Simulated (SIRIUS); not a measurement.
# Mo (Im-3m) in SIRIUS: convergence with lmax of the potential

Aim: find how far lmax of the potential must go before the results for Mo settle, at PBEsol. This setting moves, with any that are tied to it; all else stays.

Everything below comes from runs of SIRIUS 7.12.0. Logs are shortened: lines on timing, memory, paths and dates and some standing lists are left out, and cuts for length are marked. The log counts tension as positive stress, the text compression.

### Step 1. The crystal as given

It takes space group Im-3m (No. 229, cubic). The conventional cell has a = 3.168 Å, b = 3.168 Å, c = 3.168 Å, α = 90.00°, β = 90.00°, γ = 90.00°. Around Mo (site symmetry m-3m) lie 8 Mo at 2.74 Å.

### Step 2. With lmax of the potential 2

sirius.json reads:

```json
{
  "control": {
    "processing_unit": "cpu",
    "std_evp_solver_name": "lapack",
    "gen_evp_solver_name": "lapack",
    "verbosity": 2,
    "print_forces": true,
    "ortho_rf": true,
    "use_second_variation": true,
    "rmt_max": 3.0,
    "num_bands_to_print": 15,
    "save_wf": true
  },
  "parameters": {
    "electronic_structure_method": "full_potential_lapwlo",
    "xc_functionals": ["XC_GGA_X_PBE_SOL", "XC_GGA_C_PBE_SOL"],
    "core_relativity": "dirac",
    "valence_relativity": "iora",
    "num_fv_states": 15,
    "smearing": "fermi_dirac",
    "smearing_width": 0.0018374661,
    "pw_cutoff": 20,
    "gk_cutoff": 3.46,
    "lmax_apw": 10,
    "lmax_rho": 2,
    "lmax_pot": 2,
    "num_mag_dims": 0,
    "auto_rmt": 0,
    "ngridk": [12, 12, 12],
    "shiftk": [0, 0, 0],
    "num_dft_iter": 80,
    "energy_tol": 1e-07,
    "density_tol": 1e-05,
    "use_symmetry": true
  },
  "settings": {"tol_ne": 1e-10},
  "iterative_solver": {"type": "exact"},
  "mixer": {"type": "anderson", "beta": 0.5, "max_history": 8},
  "unit_cell": {
    "lattice_vectors": [
      [-2.9929651906, 2.9929651906, 2.9929651906],
      [2.9929651906, -2.9929651906, 2.9929651906],
      [2.9929651906, 2.9929651906, -2.9929651906]
    ],
    "atom_types": ["Mo"],
    "atom_files": {"Mo": "Mo.json"},
    "atoms": {"Mo": [[0.0, 0.0, 0.0]]}
  }
}
```

Mo.json reads:

```json
{
  "name": "molybdenum",
  "symbol": "Mo",
  "number": 42,
  "mass": 95.96,
  "rmin": 1e-06,
  "rmt": 2.54,
  "nrmt": 800,
  "rinf": 17.03,
  "core": "1s2s2p3s3p3d",
  "valence": [
    {"basis": [{"enu": 0.24, "dme": 0, "n": 0, "auto": 0}, {"enu": 0.24, "dme": 1, "n": 0, "auto": 0}]},
    {"l": 0, "n": 1, "basis": [{"enu": 0.34, "dme": 0, "n": 0, "auto": 0}]},
    {"l": 1, "n": 2, "basis": [{"enu": 0.34, "dme": 0, "n": 0, "auto": 0}]},
    {"l": 2, "n": 3, "basis": [{"enu": 0.34, "dme": 0, "n": 0, "auto": 0}]},
    {"l": 3, "n": 4, "basis": [{"enu": 0.34, "dme": 0, "n": 0, "auto": 0}]}
  ],
  "lo": [
    {"l": 0, "basis": [{"enu": 0.34, "dme": 0, "n": 0, "auto": 0}, {"enu": 0.34, "dme": 1, "n": 0, "auto": 0}]},
    {
      "l": 0,
      "basis": [{"enu": -1.8759, "dme": 0, "n": 4, "auto": 1}, {"enu": -1.8759, "dme": 1, "n": 4, "auto": 1}]
    },
    {
      "l": 0,
      "basis": [{"enu": -1.8759, "dme": 1, "n": 4, "auto": 1}, {"enu": 0.34, "dme": 0, "n": 0, "auto": 0}]
    },
    {"l": 0, "basis": [{"enu": 0.34, "dme": 0, "n": 0, "auto": 0}, {"enu": 2.82, "dme": 0, "n": 0, "auto": 0}]},
    {"l": 1, "basis": [{"enu": 0.34, "dme": 0, "n": 0, "auto": 0}, {"enu": 0.34, "dme": 1, "n": 0, "auto": 0}]},
    {
      "l": 1,
      "basis": [{"enu": -0.9313, "dme": 0, "n": 4, "auto": 1}, {"enu": -0.9313, "dme": 1, "n": 4, "auto": 1}]
    },
    {
      "l": 1,
      "basis": [{"enu": -0.9313, "dme": 1, "n": 4, "auto": 1}, {"enu": 0.34, "dme": 0, "n": 0, "auto": 0}]
    },
    {"l": 1, "basis": [{"enu": 0.34, "dme": 0, "n": 0, "auto": 0}, {"enu": 3.192, "dme": 0, "n": 0, "auto": 0}]},
    {"l": 2, "basis": [{"enu": 0.34, "dme": 0, "n": 0, "auto": 0}, {"enu": 0.34, "dme": 1, "n": 0, "auto": 0}]},
    {"l": 2, "basis": [{"enu": 0.34, "dme": 1, "n": 0, "auto": 0}, {"enu": 0.34, "dme": 2, "n": 0, "auto": 0}]},
    {"l": 2, "basis": [{"enu": 0.34, "dme": 0, "n": 0, "auto": 0}, {"enu": 2.758, "dme": 0, "n": 0, "auto": 0}]},
    {"l": 3, "basis": [{"enu": 0.34, "dme": 0, "n": 0, "auto": 0}, {"enu": 0.34, "dme": 1, "n": 0, "auto": 0}]},
    {"l": 3, "basis": [{"enu": 0.34, "dme": 0, "n": 0, "auto": 0}, {"enu": 3.037, "dme": 0, "n": 0, "auto": 0}]}
  ],
  "free_atom": [... radial grid and density of the free atom, the start of the SCF ...]
}
```

sirius_start.json reads:

```json
{
  "control": {
    "processing_unit": "cpu",
    "std_evp_solver_name": "lapack",
    "gen_evp_solver_name": "lapack",
    "verbosity": 1,
    "print_forces": false,
    "ortho_rf": true,
    "use_second_variation": true,
    "rmt_max": 3.0,
    "num_bands_to_print": 15,
    "save_wf": false
  },
  "parameters": {
    "electronic_structure_method": "full_potential_lapwlo",
    "xc_functionals": ["XC_LDA_X", "XC_LDA_C_PW"],
    "core_relativity": "dirac",
    "valence_relativity": "iora",
    "num_fv_states": 15,
    "smearing": "fermi_dirac",
    "smearing_width": 0.0055123983,
    "pw_cutoff": 20,
    "gk_cutoff": 2.77,
    "lmax_apw": 10,
    "lmax_rho": 2,
    "lmax_pot": 2,
    "num_mag_dims": 0,
    "auto_rmt": 0,
    "ngridk": [5, 5, 5],
    "shiftk": [0, 0, 0],
    "num_dft_iter": 30,
    "energy_tol": 0.01,
    "density_tol": 0.05,
    "use_symmetry": true
  },
  "settings": {"tol_ne": 1e-10},
  "iterative_solver": {"type": "exact"},
  "mixer": {"type": "anderson", "beta": 0.5, "max_history": 8},
  "unit_cell": {
    "lattice_vectors": [
      [-2.9929651906, 2.9929651906, 2.9929651906],
      [2.9929651906, -2.9929651906, 2.9929651906],
      [2.9929651906, 2.9929651906, -2.9929651906]
    ],
    "atom_types": ["Mo"],
    "atom_files": {"Mo": "Mo.json"},
    "atoms": {"Mo": [[0.0, 0.0, 0.0]]}
  }
}
```

Potentials or basis: all-electron FP-LAPW, apw+lo standard.

Started as:

```sh
> OMP_NUM_THREADS=1 sirius.scf --input=sirius_start.json --output=start.json
> OMP_NUM_THREADS=1 sirius.scf --input=sirius.json --output=output.json --task=1
```

The log of the run:

```text
[info] SIRIUS version : 7.12.0
[info] number of MPI ranks           : 1
[info] MPI grid                      : 1 1
[info] maximum number of OMP threads : 1
[fft] FFT context for density and potential
[fft] =====================================
[fft]   plane wave cutoff                     : 20
[fft]   grid size                             : 36 36 36   total : 46656
[fft]   grid limits                           : -17 18   -17 18   -17 18
[fft]   number of G-vectors within the cutoff : 14579
[fft]   number of G-shells                    : 400
[fft] FFT context for coarse grid
[fft] =====================================
[fft]   plane wave cutoff                     : 6.92
[fft]   grid size                             : 15 15 15   total : 3375
[fft]   grid limits                           : -7 7   -7 7   -7 7
[fft]   number of G-vectors within the cutoff : 603
[fft]   number of G-shells                    : 26
[unit cell] lattice vectors
[unit cell]   a1 :      -2.9929651906      2.9929651906      2.9929651906
[unit cell]   a2 :       2.9929651906     -2.9929651906      2.9929651906
[unit cell]   a3 :       2.9929651906      2.9929651906     -2.9929651906
[unit cell] reciprocal lattice vectors
[unit cell]   b1 :      -0.0000000000      1.0496589347      1.0496589347
[unit cell]   b2 :       1.0496589347     -0.0000000000      1.0496589347
[unit cell]   b3 :       1.0496589347      1.0496589347     -0.0000000000
[unit cell] unit cell volume :       107.24202078 [a.u.^3]
[unit cell] 1/sqrt(omega)    :         0.09656450
[unit cell] MT volume        :        68.64197317 (64.01%)
[unit cell] IT volume        :        38.60004761 (35.99%)
[... 345 lines left out ...]
[find] Total energy                   :   -4047.43670911 (Ha),   -8094.87341822 (Ry)
[find] iteration : 2, RMS (target) : 2.6443e-03 (1.0000e-05) , energy difference (target) : 9.2436e-06 (1.0000e-07)
[find] Total energy                   :   -4047.43671127 (Ha),   -8094.87342255 (Ry)
[find] iteration : 3, RMS (target) : 8.1973e-04 (1.0000e-05) , energy difference (target) : -2.1641e-06 (1.0000e-07)
[find] Total energy                   :   -4047.43671199 (Ha),   -8094.87342398 (Ry)
[find] iteration : 4, RMS (target) : 1.1015e-04 (1.0000e-05) , energy difference (target) : -7.1790e-07 (1.0000e-07)
[... 10 lines left out ...]
[find] valence_eval_sum               :      -6.61550584
[find] core_eval_sum                  :   -2396.61901565
[find] kinetic energy                 :    4195.70685703
[find] enuc                           :   -4901.90707915
[find] <rho|V^{XC}>                   :    -159.89175538
[find] <rho|E^{XC}>                   :    -121.71175546
[find] <mag|B^{XC}>                   :       0.00000000
[find] <rho|V^{H}>                    :   -6439.04962314
[find] smearing (-TS)                 :      -0.00008500
[find] SCF correction                 :       0.00007717
[find] Total energy                   :   -4047.43671198 (Ha),   -8094.87342396 (Ry)
[find] Free energy (E-TS)             :   -4047.43679698 (Ha),   -8094.87359396 (Ry)
[find] band gap (eV)                  :       0.00000000
[find] Efermi                         :       0.44322096
[find] iteration : 5, RMS (target) : 3.3651e-06 (1.0000e-05) , energy difference (target) : 1.1128e-08 (1.0000e-07)
[find] converged after 6 SCF iterations!
[find] Charges and magnetic moments
[find] --------------------------------------------------------------------------------
[find] atom      charge    core leakage
[find] --------------------------------------------------------------------------------
[find]    0   40.430626    4.967786e-07
[find] total core leakage    : 4.96778567e-07
[find] interstitial charge   : 1.569371
[find] total charge          : 41.999998
[find] Energy
[find] --------------------------------------------------------------------------------
[find] valence_eval_sum               :      -6.61550584
[find] core_eval_sum                  :   -2396.61901565
[find] kinetic energy                 :    4195.70685703
[find] enuc                           :   -4901.90707915
[find] <rho|V^{XC}>                   :    -159.89175538
[find] <rho|E^{XC}>                   :    -121.71175546
[find] <mag|B^{XC}>                   :       0.00000000
[find] <rho|V^{H}>                    :   -6439.04962314
[find] smearing (-TS)                 :      -0.00008500
[find] SCF correction                 :       0.00007717
[find] Total energy                   :   -4047.43671198 (Ha),   -8094.87342396 (Ry)
[find] Free energy (E-TS)             :   -4047.43679698 (Ha),   -8094.87359396 (Ry)
[find] band gap (eV)                  :       0.00000000
[find] Efermi                         :       0.44322096
[ground_state]
[ground_state] ==== total Forces in Ha/bohr =====
[ground_state] atom:    0, force:       0.0000000      0.0000000      0.0000000
[ground_state] ==== contribution from density =====
[ground_state] atom:    0, force:       0.0000000      0.0000000      0.0000000
[ground_state] ==== contribution from Hartree potential =====
[ground_state] atom:    0, force:       0.0000000      0.0000000      0.0000000
[ground_state] ==== contribution from IBS =====
[ground_state] atom:    0, force:       0.0000000      0.0000000      0.0000000
```

start_output:

```text
[find] Total energy                   :   -4045.40505582 (Ha),   -8090.81011163 (Ry)
[find] band gap (eV)                  :       0.00000000
[find] Efermi                         :       0.55015796
[find] iteration : 0, RMS (target) : 1.0843e+00 (5.0000e-02) , energy difference (target) : -4.0454e+03 (1.0000e-02)
[find] Total energy                   :   -4045.42613444 (Ha),   -8090.85226889 (Ry)
[find] band gap (eV)                  :       0.00000000
[find] Efermi                         :       0.46885748
[find] iteration : 1, RMS (target) : 5.2903e-01 (5.0000e-02) , energy difference (target) : -2.1079e-02 (1.0000e-02)
[find] Total energy                   :   -4045.42623361 (Ha),   -8090.85246723 (Ry)
[find] band gap (eV)                  :       0.00000000
[find] Efermi                         :       0.42414258
[find] iteration : 2, RMS (target) : 5.6018e-02 (5.0000e-02) , energy difference (target) : -9.9171e-05 (1.0000e-02)
[find] Total energy                   :   -4045.42638173 (Ha),   -8090.85276345 (Ry)
[find] band gap (eV)                  :       0.00000000
[find] Efermi                         :       0.41602613
[find] iteration : 3, RMS (target) : 8.0457e-03 (5.0000e-02) , energy difference (target) : -1.4811e-04 (1.0000e-02)
[find] converged after 4 SCF iterations!
[find] Total energy                   :   -4045.42638173 (Ha),   -8090.85276345 (Ry)
[find] band gap (eV)                  :       0.00000000
[find] Efermi                         :       0.41602613
```

Wall time 15 s (1 thread of Arm Neoverse V1, shared host); peak memory 0.17 GiB.

What came out:

| Item | Value |
| --- | --- |
| Free energy | -110136.3660 eV |
| Band gap on the k mesh | none (metal or under the smearing width) |
| All electrons inside the program's atomic spheres | Mo 40.43 (radii Mo 2.54 bohr) |

### Step 3. With lmax of the potential 3

Changes to sirius.json since step 2:

```diff
@@ -24,4 +24,4 @@
     "lmax_apw": 10,
-    "lmax_rho": 2,
-    "lmax_pot": 2,
+    "lmax_rho": 3,
+    "lmax_pot": 3,
     "num_mag_dims": 0,
```

Mo.json is that of step 2.

Changes to sirius_start.json since step 2:

```diff
@@ -24,4 +24,4 @@
     "lmax_apw": 10,
-    "lmax_rho": 2,
-    "lmax_pot": 2,
+    "lmax_rho": 3,
+    "lmax_pot": 3,
     "num_mag_dims": 0,
```

Potentials or basis: all-electron FP-LAPW, apw+lo standard.

Started as:

```sh
> OMP_NUM_THREADS=1 sirius.scf --input=sirius_start.json --output=start.json
> OMP_NUM_THREADS=1 sirius.scf --input=sirius.json --output=output.json --task=1
```

It took 16 s on 1 thread of Arm Neoverse V1, shared host; peak memory 0.18 GiB.

What came out:

```yaml
Free_energy: -110136.3660 eV
Band_gap_on_the_k_mesh: none (metal or under the smearing width)
All_electrons_inside_the_program's_atomic_spheres: Mo 40.43 (radii Mo 2.54 bohr)
```

### Step 4. With lmax of the potential 4

Changes to sirius.json since step 3:

```diff
@@ -24,4 +24,4 @@
     "lmax_apw": 10,
-    "lmax_rho": 3,
-    "lmax_pot": 3,
+    "lmax_rho": 4,
+    "lmax_pot": 4,
     "num_mag_dims": 0,
```

Mo.json is that of step 3.

Changes to sirius_start.json since step 3:

```diff
@@ -24,4 +24,4 @@
     "lmax_apw": 10,
-    "lmax_rho": 3,
-    "lmax_pot": 3,
+    "lmax_rho": 4,
+    "lmax_pot": 4,
     "num_mag_dims": 0,
```

Started as:

```sh
> OMP_NUM_THREADS=1 sirius.scf --input=sirius_start.json --output=start.json
> OMP_NUM_THREADS=1 sirius.scf --input=sirius.json --output=output.json --task=1
```

Wall time 16 s (1 thread of Arm Neoverse V1, shared host); peak memory 0.19 GiB.

Results:

```yaml
Free_energy: -110136.4258 eV
Band_gap_on_the_k_mesh: none (metal or under the smearing width)
All_electrons_inside_the_program's_atomic_spheres: Mo 40.43 (radii Mo 2.54 bohr)
```

### Step 5. With lmax of the potential 6

Changes to sirius.json since step 4:

```diff
@@ -24,4 +24,4 @@
     "lmax_apw": 10,
-    "lmax_rho": 4,
-    "lmax_pot": 4,
+    "lmax_rho": 6,
+    "lmax_pot": 6,
     "num_mag_dims": 0,
```

Mo.json is that of step 4.

Changes to sirius_start.json since step 4:

```diff
@@ -24,4 +24,4 @@
     "lmax_apw": 10,
-    "lmax_rho": 4,
-    "lmax_pot": 4,
+    "lmax_rho": 6,
+    "lmax_pot": 6,
     "num_mag_dims": 0,
```

Started as:

```sh
> OMP_NUM_THREADS=1 sirius.scf --input=sirius_start.json --output=start.json
> OMP_NUM_THREADS=1 sirius.scf --input=sirius.json --output=output.json --task=1
```

Wall time 18 s (1 thread of Arm Neoverse V1, shared host); peak memory 0.24 GiB.

Results:

```yaml
Free_energy: -110136.4229 eV
Band_gap_on_the_k_mesh: none (metal or under the smearing width)
All_electrons_inside_the_program's_atomic_spheres: Mo 40.43 (radii Mo 2.54 bohr)
```

### Step 6. With lmax of the potential 8

Changes to sirius.json since step 5:

```diff
@@ -24,4 +24,4 @@
     "lmax_apw": 10,
-    "lmax_rho": 6,
-    "lmax_pot": 6,
+    "lmax_rho": 8,
+    "lmax_pot": 8,
     "num_mag_dims": 0,
```

Mo.json is that of step 5.

Changes to sirius_start.json since step 5:

```diff
@@ -24,4 +24,4 @@
     "lmax_apw": 10,
-    "lmax_rho": 6,
-    "lmax_pot": 6,
+    "lmax_rho": 8,
+    "lmax_pot": 8,
     "num_mag_dims": 0,
```

Potentials or basis: all-electron FP-LAPW, apw+lo standard.

Started as:

```sh
> OMP_NUM_THREADS=1 sirius.scf --input=sirius_start.json --output=start.json
> OMP_NUM_THREADS=1 sirius.scf --input=sirius.json --output=output.json --task=1
```

It took 22 s on 1 thread of Arm Neoverse V1, shared host; peak memory 0.29 GiB.

Results (log left out):

| Property | Result |
| --- | --- |
| Free energy | -110136.4228 eV |
| Band gap on the k mesh | none (metal or under the smearing width) |
| All electrons inside the program's atomic spheres | Mo 40.43 (radii Mo 2.54 bohr) |

### Step 7. With lmax of the potential 10

Changes to sirius.json since step 6:

```diff
@@ -24,4 +24,4 @@
     "lmax_apw": 10,
-    "lmax_rho": 8,
-    "lmax_pot": 8,
+    "lmax_rho": 10,
+    "lmax_pot": 10,
     "num_mag_dims": 0,
```

Mo.json is that of step 6.

Changes to sirius_start.json since step 6:

```diff
@@ -24,4 +24,4 @@
     "lmax_apw": 10,
-    "lmax_rho": 8,
-    "lmax_pot": 8,
+    "lmax_rho": 10,
+    "lmax_pot": 10,
     "num_mag_dims": 0,
```

Started as:

```sh
> OMP_NUM_THREADS=1 sirius.scf --input=sirius_start.json --output=start.json
> OMP_NUM_THREADS=1 sirius.scf --input=sirius.json --output=output.json --task=1
```

Wall time 28 s (1 thread of Arm Neoverse V1, shared host); peak memory 0.37 GiB.

The run converged. Its results:

```yaml
Free_energy: -110136.4228 eV
Band_gap_on_the_k_mesh: none (metal or under the smearing width)
All_electrons_inside_the_program's_atomic_spheres: Mo 40.43 (radii Mo 2.54 bohr)
```

### Step 8. Result

```tsv
lmax of the potential	energy less the tightest run, at zero smearing (meV/atom)	SCF cycles	CPU time (s)	peak memory (GiB)
2	56.70	6	15	0.17
3	56.70	6	16	0.18
4	-2.98	6	16	0.19
6	-0.17	6	18	0.24
8	0.01	6	22	0.29
10	0.00	6	28	0.37
```

Against the tightest run, the energy stays within 1 meV/atom from 6 on. The tightest run that finished is the yardstick and may itself not be fully converged.
